Q: Diamond is held together by strong covalent bonds. Why should a treatment of van der Waals forces change its volume at all?

A: Because the bonds aren't the only forces. This is the hexagonal form of diamond, in which each carbon has four neighbours at about 1.5 Å, so there are no loosely held layers to pull together. Atoms further apart still attract each other, and that attraction squeezes the whole network slightly.

Think of a weight resting on a stiff upright spring. The covalent network is the spring, and the dispersion attraction is the weight: it moves the rest position a little. The picture stops there, because a weight presses equally hard at every length, while the force from a dispersion correction depends on distance.

VASP, Kohn-Sham DFT with the functional named in each row, for hexagonal diamond (4-atom cell), with PBE PAW potentials, a 12×12×7 k mesh and Fermi-Dirac smearing of 0.05 eV, without spin polarization. The basis column gives the plane-wave cutoff. Static-lattice volumes come from an equation-of-state fit for PBE and from relaxation of cell and atoms at 600 eV.

```tsv
method	basis	equilibrium volume (Å³/atom)
BEEF-vdW	600 eV	5.703
PBE	520 eV	5.725
PBE-D3	600 eV	5.670
PBE-D3(BJ)	600 eV	?
PBE-D4	600 eV	5.642
PBE-MBD	600 eV	5.646
PBE-TS	600 eV	5.620
PBE-rVV10	600 eV	5.693
PBEsol-D3	600 eV	5.599
PBEsol-D3(BJ)	600 eV	?
optB86b-vdW	600 eV	?
optB88-vdW	600 eV	5.725
optPBE-vdW	600 eV	5.764
vdW-DF	600 eV	5.836
vdW-DF-cx	600 eV	5.686
vdW-DF2	600 eV	5.870
```

Q: The corrected PBE rows are indeed smaller than plain PBE. But vdW-DF contains dispersion too, and it gives a larger cell. Where has the squeeze gone?

A: The attraction between distant atoms is still there, but the spring has been changed as well. PBE-D3 leaves PBE as it is and adds an attraction between atoms. vdW-DF replaces both the exchange and the correlation of PBE, and both help to set the length of the covalent bond itself. Take exchange first. In such a functional the exchange energy is

$$E_x=\int n\,\varepsilon_x(n)\,F(s)\,d^3r ,$$

where $n$ is the electron density, $\varepsilon_x$ the negative exchange energy per electron of a uniform gas, and $s$ measures how steeply the density varies. A larger factor $F$ lowers the energy.

When the crystal expands, the density between the atoms thins out and $s$ grows there. If $F$ climbs steeply with $s$, expansion is rewarded and the cell settles at a larger volume. A flatter $F$ gives a smaller one.

Q: Can I see that in the table, or is it only an argument?

A: Four rows show it well, because they share the same correlation and differ only in exchange. From vdW-DF through optPBE-vdW and optB88-vdW to vdW-DF-cx, the volume falls by 0.15 Å³/atom, or about 3%. The climb of $F$ between $s=0.5$ and $s=1.5$, which I call $\Delta F$, falls in the same order, from 0.30 to 0.19. I chose that interval of $s$ knowing these volumes, so their agreement is no test of it.

Q: Then test it on optB86b-vdW.

A: I fitted a simple model to nine rows: these four, the four PBE rows with atom-based corrections, and PBEsol-D3. In Å³/atom it reads

$$V = 5.489 + 1.098\,\Delta F - 0.113\,c ,$$

with $c=0$ for the vdW-DF type of correlation and $c=1$ for the PBE type with a correction. The last term matters: optPBE-vdW has the same $\Delta F$ as PBE to two figures, yet its cell is 0.039 Å³/atom larger than that of plain PBE. So by this measure exchange alone doesn't explain why vdW-DF exceeds PBE; the changed correlation counts too. For optB86b-vdW, which took no part in the fit, $\Delta F=0.20$ and $c=0$. The estimate is $5.489+1.098\times0.20=5.709$.

Its closest relatives give a second estimate. The value of $\Delta F$ lies a third of the way from vdW-DF-cx to optB88-vdW, so the volume should be near $5.686+0.039/3=5.699$. I trust this one more, because it compares only functionals with the same correlation.

Q: And the two D3(BJ) rows? They have the same exchange as their D3 partners.

A: So the model can't tell them apart, and we must look at the correction itself. At short range the functional already describes the interaction, so the added attraction has to be damped. Plain D3 switches it off completely as two atoms approach. For pairs in the switching region the attraction is being lost on approach, which acts as a push outwards.

Becke-Johnson damping, the BJ in the name, lets the attraction level off at a finite value instead. Each pair then still pulls inwards, which favours a smaller cell. PBE-D4 damps in the same way, and its volume is 0.028 Å³/atom below that of PBE-D3.

Q: So the form of the damping decides the order?

A: Not alone. PBE-TS also switches its attraction off at short range, yet it has the smallest volume of the PBE rows shown. The strength of the attraction and the distance at which damping sets in matter too. That is why I lean on PBE-D4 as a close relative and don't rank all corrections by their damping.

Q: Then commit yourself.

A: These forecasts combine the model with the closest relatives, in Å³/atom:

- PBE-D3(BJ): 5.645 ± 0.020, below PBE-D3.
- PBEsol-D3(BJ): 5.575 ± 0.025, below PBEsol-D3 by nearly the step from PBE-D3 to PBE-D4, and the smallest in the table.
- optB86b-vdW: 5.700 ± 0.020, between vdW-DF-cx and optB88-vdW.

The ranges are judgements. The model alone deserves wider ones: when each fitted row is left out in turn, its typical error is 0.03 Å³/atom. PBEsol-D3(BJ) is the least certain, because the damping parameters are fitted anew for each functional.

The withheld rows as computed:

```tsv
method	basis	equilibrium volume (Å³/atom)
PBE-D3(BJ)	600 eV	5.640
PBEsol-D3(BJ)	600 eV	5.582
optB86b-vdW	600 eV	5.700
```

Q: All three lie within your ranges. Does that prove the explanation?

A: It supports it, with different weight in each case. optB86b-vdW agrees with the forecast to the last digit printed, which is partly luck. Its two neighbours are only 0.039 Å³/atom apart, so another sensible measure of the exchange could have done nearly as well.

For PBE-D3(BJ) the forecast was 0.005 too high. The computed volume is within 0.002 of PBE-D4, as the shared damping suggests. But PBE-MBD, built differently, is only 0.006 away, so closeness alone doesn't identify the cause.

Q: And PBEsol-D3(BJ)?

A: There the forecast was 0.007 too low, and the reason is instructive. I had assumed that the change of damping would shrink the PBEsol cell about as much as the PBE cell. It took off 0.017 Å³/atom with PBEsol, against 0.030 with PBE. The correction's parameters, fitted separately for each functional, probably cause this difference. They set the weight of its shorter-ranged term as well as the damping, and no row changes them alone.

Q: Where does the model itself fail?

A: Chiefly outside the group of methods it was fitted to. For vdW-DF2, which was left out of the fit because its nonlocal correlation is different, it gives 5.81 instead of 5.87 Å³/atom. That correlation is a likely cause, but my simple measure of exchange may share the blame. Within the fit PBE-TS is worst, since the model treats all atom-based corrections on PBE as equal. PBE-rVV10, also left out because its correction is built from the density, comes out about 0.04 Å³/atom too small.

All rows also use potentials made for PBE, which may add a little to the differences between functionals. The cutoffs and k mesh are usual working values, not converged limits, and plain PBE was run at 520 eV instead of 600 eV, so the smallest differences may partly reflect the settings.

The printed output after this text gives the fit and its misses. Disregard the largest one, for BEEF-vdW. That row was left out of the fit and never given a $\Delta F$; a zero stands in its place, so the printed prediction has no meaning and the miss says nothing about the model. Plain PBE is also predicted too small, as one would expect, because $c=1$ includes the effect of a correction that it lacks.

Q: If I meet another functional with "vdW" in its name, what should I ask first?

A: Ask what it does to exchange. If it keeps PBE and only adds an attraction, look for a cell somewhat smaller than that of PBE; the damping then helps to decide by how much. If it brings its own exchange, compare how steeply $F$ climbs with that of a functional sharing its correlation. The name tells you that dispersion is included, but not whether the covalent bonds have been made longer at the same time.

The analysis program printed:

```
fit of V on 9 rows (used > 0): constant 5.489 +/- 0.049, coefficient of rise 1.098 +/- 0.2, coefficient of semi -0.113 +/- 0.014; rms 0.0167, worst PBE-TS 0.0308, leave-one-out rms 0.0284
  rows outside the fit (model, value, miss): BEEF-vdW 5.489, 5.703, -0.214; PBE 5.651, 5.725, -0.0742; PBE-D3(BJ) 5.651, 5.64, 0.0108; PBE-rVV10 5.651, 5.693, -0.0422; PBEsol-D3(BJ) 5.574, 5.582, -0.00807; optB86b-vdW 5.709, 5.7, 0.00884; vdW-DF2 5.808, 5.87, -0.0624
change from PBE to PBE-D3, percent of volume: -0.9607
change from PBE to PBE-D4, percent of volume: -1.45
change from PBE to PBE-MBD, percent of volume: -1.38
change from PBE to PBE-TS, percent of volume: -1.834
change from PBE to PBE-rVV10, percent of volume: -0.559
vdW-DF less vdW-DF-cx, angstrom^3/atom: 0.15
vdW-DF2 above PBEsol-D3, percent of volume: 4.84
PBE-D4 less PBE-D3, angstrom^3/atom: -0.028
nearest-relative estimate for PBEsol-D3(BJ), angstrom^3/atom: 5.571
interpolated estimate for optB86b-vdW, angstrom^3/atom: 5.699
forecast 5.645 less computed PBE-D3(BJ), angstrom^3/atom: 0.005
forecast 5.575 less computed PBEsol-D3(BJ), angstrom^3/atom: -0.007
forecast 5.700 less computed optB86b-vdW, angstrom^3/atom: 0
PBE-D3(BJ) less PBE-D3, angstrom^3/atom: -0.03
PBEsol-D3(BJ) less PBEsol-D3, angstrom^3/atom: -0.017
PBE-D3(BJ) less PBE-D4, angstrom^3/atom: -0.002
```
